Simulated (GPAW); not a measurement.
# InP (F-43m) in GPAW: further runs

The runs below take InP through band structure, with LDA, RPBE.

Program: GPAW 26.7.0. These are calculated values, not measurements. Logs are shortened: lines on timing, memory, paths and dates and some standing lists are left out, and cuts for length are marked. The log counts tension as positive stress, the text compression.

**What was measured.**

A printed reference work, data compilation reports, for a bulk crystal of InP at 1.6 K: band gap 1.4236 eV (direct).

How close the calculation comes is told below.

### 1 Starting point

The structure is cubic, space group F-43m (No. 216). Conventional cell: a = 5.861 Å, b = 5.861 Å, c = 5.861 Å, α = 90.00°, β = 90.00°, γ = 90.00°. In (site symmetry -43m) has 4 P at 2.54 Å as nearest neighbours. P (site symmetry -43m) has 4 In at 2.54 Å as nearest neighbours.

### 2 Band structure, LDA

File run.py:

```python
from ase import Atoms
from ase.dft.bandgap import bandgap
from ase.io import write
from ase.units import GPa
from gpaw import GPAW, PW

atoms = Atoms(['In', 'P'],
              cell=[[0.0, 2.9305, 2.9305],
                    [2.9305, 0.0, 2.9305],
                    [2.9305, 2.9305, 0.0]],
              scaled_positions=[[0.0, 0.0, 0.0],
                                [0.75, 0.75, 0.75]],
              pbc=True)

calc = GPAW(mode=PW(800),
            xc='LDA',
            kpts={'size': (6, 6, 6), 'gamma': True},
            occupations={'name': 'fermi-dirac', 'width': 0.05},
            setups='hgh',
            nbands=-9,
            convergence={'density': 1e-05, 'energy': 1e-05},
            maxiter=150,
            txt='gpaw.txt')
atoms.calc = calc
energy = atoms.get_potential_energy()
forces = atoms.get_forces()
stress = atoms.get_stress()
calc.write('gs.gpw')
write('result.traj', atoms)
print(f'Energy: {energy:.6f} eV')
print('Forces (eV/A):')
print(forces.round(4))
print('Stress (GPa):', (stress / GPa).round(3))
print('Fermi level:', round(calc.get_fermi_level(), 4), 'eV')
print(f'Gap: {bandgap(calc)[0]:.4f} eV, direct: {bandgap(calc, direct=True)[0]:.4f} eV')

path = atoms.cell.bandpath('GXWKGLUWLK,UX', npoints=100, eps=1e-4)
bs_calc = calc.fixed_density(kpts=path, symmetry='off', nbands=-20,
                             convergence={'bands': 'CBM+6.0', 'eigenstates': 1e-6}, txt='bands.txt')
bs = bs_calc.band_structure()
bs.write('bs.json')
print(f'Gap on the path: {bandgap(bs_calc)[0]:.4f} eV')
```

Potentials or basis: HGH pseudopotentials, pw.

Launch:

```bash
OMP_NUM_THREADS=1 python run.py
```

gpaw.txt:

```text
__  _  _
 | _ |_)|_||  |
 |__||  | ||/\| - 26.7.0

Input parameters:
  mode=PW(ecut=800.0),
  convergence={'density': 1e-05, 'energy': 1e-05},
  kpts=MonkhorstPack(size=(6, 6, 6), gamma=True),
  maxiter=150,
  nbands=-9,
  occupations=Occupations(name='fermi-dirac', width=0.05),
  setups={'default': 'hgh'},
  xc=XC(name='LDA')

Diagonalizing LCAO Hamiltonian
Converting LCAO to pw mode

                     P

       In

Atoms  # Å, Bohr magnetons
|   | symbol |        x |        y |        z |    initial magnetic moments |
|---|--------|----------|----------|----------|-----------------------------|
| 0 |     In | 0.000000 | 0.000000 | 0.000000 | ( 0.0000,  0.0000,  0.0000) |
| 1 |      P | 4.395750 | 4.395750 | 4.395750 | ( 0.0000,  0.0000,  0.0000) |

Unit cell  # Å
| periodic |        x |        y |        z |  lengths |    angles |
|----------|----------|----------|----------|----------|-----------|
|      yes | 0.000000 | 2.930500 | 2.930500 | 4.144353 | 60.000000 |
|      yes | 2.930500 | 0.000000 | 2.930500 | 4.144353 | 60.000000 |
|      yes | 2.930500 | 2.930500 | 0.000000 | 4.144353 | 60.000000 |

Number of symmetries: 24
Symmetry operations  # r_c * U_cc + t_c -> r_c
|    | kind |            matrix            |
|----|------|------------------------------|
|  0 |  E   |  1, 0, 0,  0, 1, 0,  0, 0, 1 |
|  1 |  σ   |  1, 0, 0,  0, 0, 1,  0, 1, 0 |
|  2 |  σ   |  1, 0,-1,  0, 1,-1,  0, 0,-1 |
|  3 |  C3  |  1, 0,-1,  0, 0,-1,  0, 1,-1 |
|  4 |  C3  |  1,-1, 0,  0,-1, 1,  0,-1, 0 |
|  5 |  σ   |  1,-1, 0,  0,-1, 0,  0,-1, 1 |
|  6 |  σ   |  0, 1, 0,  1, 0, 0,  0, 0, 1 |
|  7 |  C3  |  0, 1, 0,  0, 0, 1,  1, 0, 0 |
|  8 |  C2  |  0, 1,-1,  1, 0,-1,  0, 0,-1 |
|  9 |  S4  |  0, 1,-1,  0, 0,-1,  1, 0,-1 |
| 10 |  C3  |  0, 0, 1,  1, 0, 0,  0, 1, 0 |
| 11 |  σ   |  0, 0, 1,  0, 1, 0,  1, 0, 0 |
| 12 |  S4  |  0, 0,-1,  1, 0,-1,  0, 1,-1 |
| 13 |  C3  |  0, 0,-1,  0, 1,-1,  1, 0,-1 |
| 14 |  S4  |  0,-1, 1,  1,-1, 0,  0,-1, 0 |
| 15 |  C2  |  0,-1, 1,  0,-1, 0,  1,-1, 0 |
| 16 |  C3  |  0,-1, 0,  1,-1, 0,  0,-1, 1 |
| 17 |  S4  |  0,-1, 0,  0,-1, 1,  1,-1, 0 |
| 18 |  S4  | -1, 1, 0, -1, 0, 1, -1, 0, 0 |
| 19 |  C3  | -1, 1, 0, -1, 0, 0, -1, 0, 1 |
| 20 |  C3  | -1, 0, 1, -1, 1, 0, -1, 0, 0 |
| 21 |  S4  | -1, 0, 1, -1, 0, 0, -1, 1, 0 |
| 22 |  σ   | -1, 0, 0, -1, 1, 0, -1, 0, 1 |
| 23 |  C2  | -1, 0, 0, -1, 0, 1, -1, 1, 0 |

BZ-sampling:
  Number of BZ points: 216
  Number of IBZ points: 16

  Monkhorst-Pack size: [6, 6, 6]
  Monkhorst-Pack shift: [0.08333333333333333, 0.08333333333333333, 0.08333333333333333]

K-points  # in reciprocal-cell coordinates
|     |                                coordinates |     weight |
|-----|--------------------------------------------|------------|
|   0 | (  0.00000000,   0.00000000,   0.00000000) | 0.00462963 |
|   1 | (  0.16666667,   0.16666667,   0.00000000) | 0.02777778 |
|   2 | (  0.16666667,   0.16666667,   0.16666667) | 0.03703704 |
|   3 | (  0.33333333,   0.16666667,   0.16666667) | 0.05555556 |
|   4 | (  0.33333333,   0.33333333,  -0.33333333) | 0.05555556 |
|   5 | (  0.33333333,   0.33333333,   0.00000000) | 0.02777778 |
|   6 | (  0.33333333,   0.33333333,   0.16666667) | 0.11111111 |
|   7 | (  0.33333333,   0.33333333,   0.33333333) | 0.03703704 |
|   8 | (  0.50000000,   0.33333333,  -0.33333333) | 0.11111111 |
|   9 | (  0.50000000,   0.33333333,  -0.16666667) | 0.05555556 |
| ... |                                            |            |
|  15 | (  0.50000000,   0.50000000,   0.50000000) | 0.01851852 |

Plane wave coefficients: 2637
Cutoff: 800.0 eV

Spin-components: 1 (collinear spins)
Bands:           13
Projectors:      10
Spin-degeneracy: 2
Datatype:        complex128

Parallelization:
  kpt:    1
  domain: 1
  band:   1

Density:
  Valence electrons: 8.0
  Components: 1
  Grid points: [28 28 28]
  Charge: 0.0  # |e|

Potential:
  Grid points: [28 28 28]

species:
  HGH setup for In
      Valence Z=3, rloc=0.61000
      Local part coeffs: 2.86578
      Projectors:
          l=0, rc=0.77060
          l=1, rc=0.85813
          l=2, rc=1.08869
      Diagonal coefficients of nonlocal parts:
          l=0:  1.25619, -0.39726, -0.27833
          l=1:  0.49446, -0.38079
          l=2:  0.12921

    LCAO basis set for In:
      Name: atompaw.sz
      This basis set was not loaded from a file
      Number of radial functions: 2
      Number of spherical harmonics: 4
        l=0, rc=8.9500 Bohr: 1s e=-0.306 f=2.000
        l=1, rc=8.9500 Bohr: 1p e=-0.092 f=1.000
      Number of RI-basis functions 0

  HGH setup for P
      Valence Z=5, rloc=0.43000
      Local part coeffs: -6.65422
      Projectors:
          l=0, rc=0.38980
          l=1, rc=0.44080
      Diagonal coefficients of nonlocal parts:
          l=0:  6.84214,  3.85669
          l=1:  3.28261,  0.00000

    LCAO basis set for P:
      Name: atompaw.sz
      This basis set was not loaded from a file
      Number of radial functions: 2
      Number of spherical harmonics: 4
        l=0, rc=8.9500 Bohr: 1s e=-0.514 f=2.000
        l=1, rc=8.9500 Bohr: 1p e=-0.204 f=3.000
      Number of RI-basis functions 0

Reference energy: 0.000000  # eV

eigensolver:
  PPCG
  Converge bands: occupied
  niter=2

density mixing:
  MSR1-Mixer
  Pratt-step length: 0.05
  Maximum mixing coefficient: 0.75
  Old densities: 10
  SVD Regularization: 0.005
  Good broyden scale: 1.0
  Trust region scale: 1.0
  Backstep threshold: 4.0
  History deletion threshold: 6.0
  Fourier metric: weight=20.0, sigma=0.015

occupation numbers:
  Fermi-Dirac:
    width: 0.0500  # eV

poisson solver:
  ecut: 6400.0  # eV

xc functional:
  name: None

convergence criteria:
[... 6 lines left out ...]
|iter     | |      energy | eigst |  dens |
|---------|-|-------------|-------|-------|
|iter:   1| | -237.337131 | -0.21 |       |
|iter:   2| | -237.285306 | -1.59 | -0.79 |
|iter:   3| | -237.030697 | -2.09 | -0.83 |
|iter:   4| | -237.028175 | -3.50 | -1.54 |
|iter:   5| | -237.028225 | -4.61 | -2.11 |
|iter:   6| | -237.028257 | -5.53 | -2.87 |
|iter:   7| | -237.028258c| -7.21 | -3.78 |
|iter:   8| | -237.028258c| -7.79c| -4.38 |
|iter:   9| | -237.028258c| -8.63c| -5.74c|

Converged in 9 steps
Energy contributions relative to reference atoms: (reference = 0.000000)

Energy contributions:
  Kinetic:         126.763426
  Coulomb:        -290.488561
  Zero:             -8.350236
  External:          0.000000
  Xc:              -64.952884
  Entropy:          -0.000006
  Spinorbit:         0.000000
  ----------------------------
  Free energy:    -237.028261
  Extrapolated:   -237.028258

dipole moment: (-6.058667, -6.058667, -6.058667)  # |e|*Ang

Fermi level: 3.156
Eigenvalues  # (at kpt = [0.000, 0.000, 0.000])
| band index |      eig [eV] | occ [0-2] |
|------------|---------------|-----------|
|          0 |        -8.676 |     2.000 |
|          1 |         2.735 |     2.000 |
|          2 |         2.735 |     2.000 |
|          3 |         2.735 |     2.000 |
|          4 |         3.522 |     0.001 |
|          5 |         6.863 |     0.000 |
|          6 |         6.863 |     0.000 |
|          7 |         6.863 |     0.000 |
|          8 |        11.261 |     0.000 |
|          9 |        12.163 |     0.000 |
|         10 |        12.164 |     0.000 |
|         11 |        14.144 |     0.000 |
|         12 |        14.144 |     0.000 |

Gap: 0.787 eV
Transition (v -> c):
  (s=0, k=0, n=3, [0.00, 0.00, 0.00]) -> (s=0, k=0, n=4, [0.00, 0.00, 0.00])
No difference between direct/indirect transitions

Forces  # eV/Ang
|        x |        y |        z |
|----------|----------|----------|
| -0.00000 | -0.00000 | -0.00000 |  # In   0
| -0.00000 | -0.00000 | -0.00000 |  # P    1

Stress tensor  # eV/Ang^3
|         x |         y |         z |
|-----------|-----------|-----------|
|  0.028064 | -0.000000 | -0.000000 |
| -0.000000 |  0.028064 | -0.000000 |
| -0.000000 | -0.000000 |  0.028064 |

# Writing to gs.gpw (mode='')
```

Run time: 29 s. Hardware: 1 thread of Intel Xeon 6975P-C (Granite Rapids), shared host; peak memory 0.33 GiB.

What came out:

```
Free energy             : -237.0283 eV
Pressure                : -4.5 GPa
Band gap on the k mesh  : 0.79 eV, direct
Band gap along the path : 0.79 eV, direct
```

Levels at the corners of the path, in eV from the valence-band top:
| point | band 1 | band 2 | band 3 | band 4 | band 5 | band 6 | band 7 | band 8 |
| --- | --- | --- | --- | --- | --- | --- | --- | --- |
| Γ | -11.41 | 0.00 | 0.00 | 0.00 | 0.79 | 4.13 | 4.13 | 4.13 |
| X | -9.27 | -5.77 | -2.26 | -2.26 | 1.71 | 2.25 | 9.37 | 9.64 |
| W | -9.22 | -5.60 | -2.95 | -2.86 | 4.33 | 4.55 | 5.62 | 6.17 |
| K | -9.30 | -5.61 | -3.28 | -1.89 | 2.34 | 4.50 | 7.60 | 7.69 |
| Γ | -11.41 | 0.00 | 0.00 | 0.00 | 0.79 | 4.13 | 4.13 | 4.13 |
| L | -9.90 | -5.72 | -0.93 | -0.93 | 1.52 | 4.83 | 4.83 | 7.22 |
| U | -9.30 | -5.61 | -3.28 | -1.89 | 2.34 | 4.50 | 7.60 | 7.69 |
| W | -9.22 | -5.60 | -2.95 | -2.86 | 4.33 | 4.55 | 5.62 | 6.17 |
| L | -9.90 | -5.72 | -0.93 | -0.93 | 1.52 | 4.83 | 4.83 | 7.22 |
| K | -9.30 | -5.61 | -3.28 | -1.89 | 2.34 | 4.50 | 7.60 | 7.69 |
| U | -9.30 | -5.61 | -3.28 | -1.89 | 2.34 | 4.50 | 7.60 | 7.69 |
| X | -9.27 | -5.77 | -2.26 | -2.26 | 1.71 | 2.25 | 9.37 | 9.64 |

Caveat: spin-orbit coupling is left out, which moves the levels of the heavy elements; HGH potentials are hard and often keep d shells in the core, so these values are rough. LDA gaps usually lie below the measured ones, often by a third to a half.

### 3 Band structure, RPBE, spin-orbit coupling, no magnetisation

File run.py:

```python
import numpy as np
from ase.dft.bandgap import bandgap
from ase.io import write
from ase.spacegroup import crystal
from ase.units import GPa
from gpaw import GPAW, PW
from gpaw.spinorbit import soc_eigenstates

# In 4a
# P 4c
atoms = crystal(['In', 'P'],
                basis=[[0.0, 0.0, 0.0],
                       [0.25, 0.25, 0.25]],
                spacegroup=216, setting=1,  # F-43m
                cellpar=[5.861, 5.861, 5.861, 90.0, 90.0, 90.0],
                primitive_cell=True)

calc = GPAW(mode=PW(600),
            xc='RPBE',
            kpts={'size': (6, 6, 6), 'gamma': True},
            occupations={'name': 'fermi-dirac', 'width': 0.05},
            nbands=18,
            convergence={'density': 1e-05, 'energy': 1e-05},
            maxiter=150,
            txt='gpaw.txt')
atoms.calc = calc
energy = atoms.get_potential_energy()
forces = atoms.get_forces()
stress = atoms.get_stress()
calc.write('gs.gpw')
write('result.traj', atoms)
print(f'Energy: {energy:.6f} eV')
print('Forces (eV/A):')
print(forces.round(4))
print('Stress (GPa):', (stress / GPa).round(3))
print('Fermi level:', round(calc.get_fermi_level(), 4), 'eV')
print(f'Gap: {bandgap(calc)[0]:.4f} eV, direct: {bandgap(calc, direct=True)[0]:.4f} eV')

path = atoms.cell.bandpath('GXWKGLUWLK,UX', npoints=80, eps=1e-4)
bs_calc = calc.fixed_density(kpts=path, symmetry='off', nbands=30,
                             convergence={'bands': 'CBM+6.0', 'eigenstates': 1e-6}, txt='bands.txt')
bs = bs_calc.band_structure()
bs.write('bs.json')
print(f'Gap on the path: {bandgap(bs_calc)[0]:.4f} eV')

soc = soc_eigenstates(bs_calc, theta=90, phi=45)
np.savetxt('soc_bands.dat', soc.eigenvalues(), fmt='%.4f')
mesh = soc_eigenstates('gs.gpw', theta=90, phi=45)
np.savetxt('soc_mesh.dat', mesh.eigenvalues(), fmt='%.4f')
print('Fermi level with spin-orbit coupling:', round(mesh.fermi_level, 4), 'eV')
```

Potentials or basis: the program's PAW data sets (release 1.2.1) made for this functional, pw.

Launch:

```bash
OMP_NUM_THREADS=1 python run.py
```

Wall time 22 s (1 thread of Intel Xeon 6975P-C (Granite Rapids), shared host); peak memory 0.29 GiB.

Results (log left out):

| Quantity | Value |
| --- | --- |
| Free energy | -7.9109 eV |
| Pressure | 4.9 GPa |
| Band gap on the k mesh | 0.81 eV, direct |
| Band gap along the path | 0.81 eV, direct |

Levels at the corners of the path, in eV from the valence-band top:
| point | band 14 | band 15 | band 16 | band 17 | band 18 | band 19 | band 20 | band 21 | band 22 | band 23 |
| --- | --- | --- | --- | --- | --- | --- | --- | --- | --- | --- |
| Γ | -0.10 | 0.00 | 0.00 | 0.00 | 0.00 | 0.81 | 0.81 | 3.75 | 3.75 | 4.24 |
| X | -5.73 | -2.41 | -2.41 | -2.30 | -2.30 | 1.85 | 1.85 | 2.33 | 2.33 | 9.34 |
| W | -5.58 | -3.05 | -2.96 | -2.90 | -2.85 | 4.35 | 4.36 | 4.38 | 4.40 | 5.46 |
| K | -5.59 | -3.36 | -3.26 | -1.98 | -1.97 | 2.43 | 2.44 | 4.41 | 4.44 | 7.44 |
| Γ | -0.10 | 0.00 | 0.00 | 0.00 | 0.00 | 0.81 | 0.81 | 3.75 | 3.75 | 4.24 |
| L | -5.72 | -1.07 | -1.07 | -0.95 | -0.95 | 1.57 | 1.57 | 4.72 | 4.72 | 4.90 |
| U | -5.59 | -3.36 | -3.26 | -1.98 | -1.97 | 2.43 | 2.44 | 4.41 | 4.44 | 7.44 |
| W | -5.58 | -3.05 | -2.96 | -2.90 | -2.85 | 4.35 | 4.36 | 4.38 | 4.40 | 5.46 |
| L | -5.72 | -1.07 | -1.07 | -0.95 | -0.95 | 1.57 | 1.57 | 4.72 | 4.72 | 4.90 |
| K | -5.59 | -3.36 | -3.26 | -1.98 | -1.97 | 2.43 | 2.44 | 4.41 | 4.44 | 7.44 |
| U | -5.59 | -3.36 | -3.26 | -1.98 | -1.97 | 2.43 | 2.44 | 4.41 | 4.44 | 7.44 |
| X | -5.73 | -2.41 | -2.41 | -2.30 | -2.30 | 1.85 | 1.85 | 2.33 | 2.33 | 9.34 |

Caveat: spin-orbit coupling was added after a scalar SCF, so levels and gaps hold it while energy, forces, pressure and moments don't; this program's spin-orbit splittings come out too wide for heavy elements.

### 4 Against experiment

Step 3. A measured gap of InP is 1.4236 eV (direct; 1.6 K; a printed reference work, data compilation); the calculated 0.81 eV misses it by -0.61 eV. The value is that of RPBE, without temperature or zero-point motion. Semilocal functionals fall short of measured gaps as a rule.
